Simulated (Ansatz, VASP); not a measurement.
# InAs in two plane-wave programs, part 2 of 2

Aim: how closely do two programs agree when they are given the same cell, functional and k mesh? The cell is taken from a series of runs on this material, whose earlier steps may have relaxed, scaled, displaced or heated it; both programs get it as it stands.

VASP 6.6.1 and Ansatz 0.2.0.

So far: Starting point; VASP: zone-centre phonons, PBEsol.

## 3. Ansatz: zone-centre phonons, PBEsol

Level of this step: Ansatz beside VASP: Kohn-Sham DFT, plane waves, PBEsol (Ansatz).

Ansatz runs on its PAW soft_1 files.

The same cell, functional, mesh and smearing now go to Ansatz, which takes its cutoff from its data sets.

The input, input.yaml:

```yaml
crystal:
  lattice:
    - [0.0, 3.165281306, 2.9016692742]
    - [3.165281306, 0.0, 2.9016692742]
    - [3.165281306, 3.165281306, 0.0]
  atoms:
    - { symbol: As, position: [0.75, 0.75, 0.75] }
    - { symbol: In, position: [0.0, 0.0, 0.0] }
kpoints:
  mp_grid: { grid: [12, 12, 12] }
hamiltonian:
  xc: pbesol
  pseudopotentials: { kind: paw, azcp: { folder: soft_1 }, xc_functional: pbe }
scf:
  occupations: { method: methfessel_paxton, width: 0.2 }
output:
  eigenvalues: true
phonons:
  method: dfpt
```

Started as:

```console
$ ansatz run input.yaml --threads 4 --pin off --max-ram 10240MiB --backend cpu --events-out ev --progress --plain --runs-dir out
```

Numbers of over 12 decimals in the logs are rounded to 6 here.

Log:

```text
zone centre: on kpoints.mp_grid the ground state, and the responses unless they are solved on pairs of k-points, stand on 280 of the mesh's 1728 k-points, reduced under 4 symmetry operations, with k and −k counted as one. Each operation leaves every solved displacement unchanged or reverses it
Engine: ansatz 0.2.0, aarch64-unknown-linux-gnu
Pseudopotentials: kind: paw
Pseudopotential: As, paw, valence charge 15, recommended cutoff 420 eV (normal), soft_1/As.paw.azcp
Pseudopotential: In, paw, valence charge 13, recommended cutoff 420 eV (normal), soft_1/In.paw.azcp
Functional definition: PBEsol
  exchange = pbesol_x
  correlation = pbesol_c
Crystal: 2 atoms, lattice volume = 58.144 Å³
Basis set: ecut = 420 eV, 1153 PW (Γ), exchange–correlation on 60×60×60 points (8 copies of the dense FFT grid, shifted against one another)
Bands: 18, of which v1, the nominal top of the filled ones, is band 14 counted from 1 (13 counted from 0)
Symmetry: 8 space group operations
k-points: 280 of 1728 (irreducible under 4 space group operations, time reversal used)
Non-local potential: As, projectors of the file, l = 0: 2, l = 1: 2, l = 2: 3, l = 3: 1
Non-local potential: In, projectors of the file, l = 0: 2, l = 1: 2, l = 2: 2, l = 3: 1
PAW form: soft (Blöchl's): semilocal exchange-correlation on the pseudo side does not see the compensation charge
PAW frozen core: As, regenerated for the run's functional, and the local potential with it (the file was generated under x = pbe(κ = 0.804, μ = 0.219515), c = pbe(β = 0.066725))
PAW frozen core: In, regenerated for the run's functional, and the local potential with it (the file was generated under x = pbe(κ = 0.804, μ = 0.219515), c = pbe(β = 0.066725))
PAW one-centre angular grid: As, 590 points (default); XC on 64 Gauss nodes
PAW one-centre angular grid: In, 590 points (default); XC on 64 Gauss nodes
Initial density: superposition of atomic densities (chi_scale 0.1, normalization cell, long waves kept (reshape's long-wave potential 0.00 eV rms))
Initial wavefunctions: pseudopotential atomic-orbital guess
Functional: x = pbesol(κ = 0.804, μ = 0.123457), c = pbesol(β = 0.046)
SCF iter   1: F=—  HF=-10338.945980 eV  |F-HF|=—  |Δ(HF+E_count)|=         —  Δρ=2.72e-2  dr2=3.45e-1  ethr=3.10e-3  ⟨swp⟩=5.2  Hψ=25330  notcnv=0
preconditioner: auto → none  [insulator: Δε(μ)=0.201 eV  Ē_g=14.446 eV  σ=0.200 eV  W_gap=0.74  n_scr=14 (ndim 8)  ℏωp=20.7 eV  f_vac=0.016  D(μ)=0.04/eV (n_scr^D=0)  ε∞_Penn≈3.0]
SCF iter   2: F=—  HF=-10338.871943 eV  |F-HF|=—  |Δ(HF+E_count)|=   7.40e-2  S|Δr|=    0.00e0  Δρ=1.22e-2  dr2=6.35e-2  ethr=1.23e-3  ⟨swp⟩=2.0  Hψ=8321  notcnv=0
SCF iter   3: F=—  HF=-10338.860147 eV  |F-HF|=—  |Δ(HF+E_count)|=   1.18e-2  S|Δr|=    0.00e0  Δρ=1.61e-3  dr2=3.43e-3  ethr=2.27e-4  ⟨swp⟩=2.0  Hψ=7266  notcnv=0
SCF iter   4: F=—  HF=-10338.858992 eV  |F-HF|=—  |Δ(HF+E_count)|=   1.15e-3  S|Δr|=    0.00e0  Δρ=5.55e-4  dr2=1.19e-4  ethr=1.23e-5  ⟨swp⟩=2.0  Hψ=8960  notcnv=0
SCF iter   5: F=—  HF=-10338.858984 eV  |F-HF|=—  |Δ(HF+E_count)|=   8.01e-6  S|Δr|=    0.00e0  Δρ=1.85e-4  dr2=7.73e-6  ethr=4.23e-7  ⟨swp⟩=2.0  Hψ=8958  notcnv=0
SCF iter   6: F=—  HF=-10338.858992 eV  |F-HF|=—  |Δ(HF+E_count)|=   7.79e-6  S|Δr|=    0.00e0  Δρ=2.38e-5  dr2=1.64e-7  ethr=2.76e-8  ⟨swp⟩=2.0  Hψ=6055  notcnv=0
SCF iter   7: F=—  HF=-10338.858991 eV  |F-HF|=—  |Δ(HF+E_count)|=   4.46e-7  S|Δr|=    0.00e0  Δρ=5.96e-6  dr2=1.82e-8  ethr=5.84e-10  ⟨swp⟩=2.0  Hψ=8960  notcnv=0
SCF iter   8: F=—  HF=-10338.858991 eV  |F-HF|=—  |Δ(HF+E_count)|=   1.23e-8  S|Δr|=    0.00e0  Δρ=1.12e-6  dr2=4.01e-10  ethr=6.50e-11  ⟨swp⟩=2.0  Hψ=8960  notcnv=0
SCF iter   9: F=—  HF=-10338.858991 eV  |F-HF|=—  |Δ(HF+E_count)|=  5.28e-11  S|Δr|=    0.00e0  Δρ=1.84e-7  dr2=1.24e-11  ethr=1.43e-12  ⟨swp⟩=2.0  Hψ=8963  notcnv=0
SCF iter  10: F=-10338.858991 eV  HF=-10338.858991 eV  |F-HF|=0.00e0  |Δ(HF+E_count)|=  2.00e-11  S|Δr|=    0.00e0  Δρ=1.78e-8  dr2=1.20e-13  ethr=1.00e-12  ⟨swp⟩=5.5  Hψ=19615  notcnv=0
SCF 1 converged in 10 iterations: F = -10338.858991 eV  dr2 = 1.20e-13
  greatest PAW one-centre occupation: 0.999 electrons in one spin orbital (limit 2), on the As atom at site 0 (counted from 0), in its partial waves of l = 2
DFPT response loops at Γ: preconditioner auto → Kerker (q_TF=auto, 2.415 Å⁻¹) (partly filled bands, converged f_vac=0.100); β = 1.00, the filter's whole step (`scf.mixing.beta` (0.50) is not read by the response loops under this deck's `scf.mixing.preconditioner`; to damp them name `kerker` or `kerker_dos`, under which they read `scf.mixing.beta`, and type it under 1.00, their step now; both keys bind the ground state too); Broyden in place of MSR1
SCF converged after 10 iterations
Stability not checked: this state was not tested for a lower state beside it, because cold or Methfessel-Paxton smearing, or corrected tetrahedra, fill the levels in a way that the test cannot read (fill_not_monotonic; see scf.lower_state_search)
Free energy (F): -10338.858991 eV
Harris-Foulkes:  -10338.858991 eV  (|F-HF|=0.00e0)
Internal energy: -10338.859495 eV  (E = F + TS)
E sigma→0 (E₀):  -10338.859117 eV
Entropy (-TS):   0.000504 eV (0.252 meV/atom)
Fermi energy:    7.010407 eV
Step filling:    the computed levels leave a gap of 0.2054 eV = 1.0 smearing widths at the electron count; against every level under it full and every level over it empty, smearing changes F+E_penalty+E_count by +0.209 meV and its σ→0 estimate by +0.083 meV
--- Per-component energies (eV) ---
  E_band       = -336.069618
  E_kinetic    = 315.549074
  E_local      = -3541.046192  (includes V_loc(G=0)·N_el)
  E_nonlocal   = -63.475951
  E_hartree    = 1753.143030
  E_xc         = -210.922657
  E_vxc        = -162.402874  (∫ρ·V_xc dr)
  E_paw        = -6109.419041  (= ΣΔE_a)
  E_vpaw       = -390.979899  (= ΣTr[D̂ρ^β])
  E_aug_tail   = 0.000146  (compensation charges beyond the density's cutoff)
  E_ewald      = -2483.890238
  E_core_change = 1.202334  (= ΣΔE_core)
  E_smearing   = 0.000504  (= −TS)
  E_closure    = -0.000000  (closes the sum)
  Σ components = -10338.858991   (vs F -10338.858991, Δ=0.00e0)
--- Band table (eV; the first three rows and the last of 280) ---
  k-point 0: bands = [... 10 lower, -4.6722, 6.3112, 6.7651, 6.7651, 7.1175, 10.6567, 10.8289, 10.8289]
  k-point 1: bands = [... 10 lower, -4.6058, 5.4645, 6.6699, 6.9122, 7.5275, 10.6292, 10.9434, 10.9735]
  k-point 2: bands = [... 10 lower, -4.4142, 4.3367, 6.4368, 6.7517, 7.9221, 10.8080, 11.1817, 11.3982]
  k-point 279: bands = [... 10 lower, -2.7160, 1.5509, 4.4285, 4.4285, 8.1970, 8.3845, 15.7496, 15.7496]
--- Phonons (Γ-DFPT): 4 representative perturbations + reference, on 280 of 1728 k-points (Σ response iterations 12) ---
  k mesh reduced under 4 symmetry operations, with k and −k counted as one. Each operation leaves every solved displacement unchanged or reverses it
  ASR residual: 4.270e-5 → 0.000e0 eV/Å²; symmetrization residual: 1.988e-5 eV/Å²
  ASR residual per site (eV/Å²): 3.70e-5 4.27e-5
  Γ frequencies (cm⁻¹): 0.00 0.00 0.00 195.87 199.77 199.77
  non-analytic LO–TO correction: not included (Born effective charges unavailable; polar crystals: no LO–TO splitting at Γ)
```

In the SCF lines HF is the Harris–Foulkes energy and dr2 the Hartree energy of the density residual, in eV; the loop may stop once dr2 is under the threshold and the program's other checks hold. Hψ counts applications of the Hamiltonian.

## 4. Side by side

Known differences besides the potentials themselves: the data sets hold 28 valence electrons in Ansatz (on its PAW soft_1 files) and 18 in VASP; the cutoff is 420 eV in Ansatz and 500 eV in VASP; Ansatz makes its cores anew for this functional, VASP keeps those of its PBE data sets. Total energies have different zeros and are not compared.

Both answers:

```tsv
quantity	Ansatz	VASP	difference
optical mode 1 (cm⁻¹)	195.9	196.4	-0.25 %
optical mode 2 to 3 (cm⁻¹)	199.8	200.3	-0.28 %
```

Modes are paired by rising frequency, not by their patterns, so a pair may set unlike modes beside each other; they are those without the splitting of longitudinal modes.

## 5. What came out

* r.m.s. difference of the optical zone-centre modes, each program's sorted by frequency (zone-centre phonons, PBEsol): 0.54 cm⁻¹

In words: The r.m.s. difference of the optical zone-centre modes, each program's sorted by frequency is 0.54 cm⁻¹ (zone-centre phonons, PBEsol). The data sets hold unlike numbers of valence electrons (28 in Ansatz and 18 in VASP), so part of the differences comes from the potentials. How closely two codes agree says nothing of how well the functional describes the real material.

[Lines on the potential files, build, host, timing and source positions are cut from VASP's logs without a mark.]

[Logs are printed without paths, hosts, clocks, repeated set-up lines and the standing remarks that a program may print on its own settings, such as how far it seeks lower states.]

[Hosts, paths, dates, database ids (printed as entryN), source tags and the programs' standing remarks are cut or masked in the printed files.]
